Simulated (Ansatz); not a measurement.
Cr: pressure against volume

Cr, P6_3/mmc, a = 2.485 Å, c = 4.456 Å. This isn't the element's structure at ambient conditions. Ansatz: PBE, PAW, 420 eV, Γ-centred 21×21×10 mesh on 2 atoms, Gaussian smearing 0.10 eV; no spin polarisation. Shape and atoms are relaxed at each volume; pressure is positive in compression.

| V (Å³/atom) | P (GPa) |
| --- | --- |
| 10.485 | 39.08 |
| 10.842 | ? |
| 11.199 | 16.55 |
| 11.557 | 7.64 |
| 11.914 | 0.02 |
| 12.272 | -6.51 |
| 12.629 | -12.08 |
| 13.106 | -18.26 |

Task: Take V0 = 11.914 Å³/atom, count pressures from its P0 = 0.02 GPa, fit the third-order Birch–Murnaghan form to the other rows, and predict the missing pressure.

Result: With the Eulerian strain f = ½[(V0/V)^(2/3) − 1] and y = (P − P0)/[3f(1 + 2f)^(5/2)], the form is the line y = B0 + 1.5 B0 (B0′ − 4) f. Rows (f, y): 0.04446, 236.7; 0.02106, 236.0; 0.01024, 235.8; -0.00977, 234.1; -0.01905, 233.3; -0.03080, 231.9. Means f = 0.002690, y = 234.63; Σ(Δf)² = 0.003889, ΣΔfΔy = 0.2474; the slope is their ratio. y = 234.5 + 63.62 f GPa, so B0 = 234.5 GPa and B0′ = 4 + 2 × (63.62)/(3 × 234.5) = 4.18. At V = 10.842, f = 0.03244, y = 236.56 and P = 26.96 GPa. The run gave 26.95 GPa, so the fit is 0.01 GPa too high, within the rms miss on the fitted rows (0.05 GPa).

Spin polarisation was left out, and a magnetic state may lie lower.

Cost: 8 runs of about 3.6 core-minutes in all, on Arm Neoverse V1 (shared hosts).